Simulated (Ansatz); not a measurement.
Te:

```
Te
1.0
     2.30590    1.33131    1.69095
    -2.30590    1.33131    1.69095
     0.00000   -2.66263    1.69095
Te
1
Direct
  0.50000 0.50000 0.50000
```

This isn't the form of Te at room conditions, which is trigonal, of chains.

Base run:

* Program: Ansatz 0.2.0
* Functional: r2SCAN
* Potentials or basis: Ansatz PAW
* Cutoff: 500 eV (not typed: the program's choice for these potentials)
* k mesh: 9 × 9 × 9
* Occupations: fermi-dirac, width 0.05 eV
* Spin: no spin polarisation

Its results: band gap on the k mesh none (metal or under the smearing width); pressure 2.1 GPa.

Question: The run is repeated on the same cell with these changes: functional from r2SCAN to LDA; cutoff from 500 eV (not typed: the program's choice for these potentials) to 420 eV (not typed: the program's choice for these potentials). What comes out?

Answer: Band gap on the k mesh none (metal or under the smearing width); pressure -1.1 GPa.

Caveats: spin-orbit coupling is left out, which moves the levels of the heavy elements; the PAW data sets come from PBE, with cores solved anew for the run's functional, which leaves a small shift of forces and pressure.
